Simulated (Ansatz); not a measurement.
C: what symmetry allows forces and stress to be

```yaml
crystal:
  lattice:
    - [0.00000, 1.78340, 1.78340]
    - [1.78340, 0.00000, 1.78340]
    - [1.78340, 1.78340, 0.00000]
  atoms:
    - { symbol: C, position: [0.43692, 0.56308, 0.56308] }
    - { symbol: C, position: [0.75000, 0.75000, 0.75000] }
```

Method: DFT PBE, scalar-relativistic, plane waves, PAW in Ansatz 0.2.0.

Plane waves to 420 eV, a k mesh through Γ of 12×12×12 on the computed 2-atom cell and Gaussian smearing (0.02 eV); no spin polarisation.

This distorted cell has space group Imma, with 8 operations.

Q: Without a calculation: in which directions can each atom feel a force?

A: A force must be left unchanged by every operation that keeps its atom in place, so it lies in the space that those operations leave fixed. Atoms that the group maps onto each other feel forces of one size.
```
atom site symmetry operations at the site equivalent to atom allowed force (Cartesian)
  C1            mm2                       4                   1   along (1.00, 0.00, 0.00)
  C2            mm2                       4                   1   along (1.00, 0.00, 0.00)
```

That leaves 1 independent force component of 6. A relaxation in this cell that keeps the symmetry moves the atoms in these directions alone.

Q: And the stress tensor?

A: It must be invariant under the point group, which leaves 3 independent components: xz, xy vanish; yy = zz.

Q: Do the computed values obey this?

A: Yes. Forces (eV/Å):
```
C1  -7.360  0.000  0.000
C2   7.360  0.000  0.000
```

Stress (GPa, compression positive, xx yy zz yz xz xy): 12.49 21.86 21.86 8.81 0.00 0.00. The program imposes the same operations on density, forces and stress, so this confirms the analysis and is no independent test of the calculation.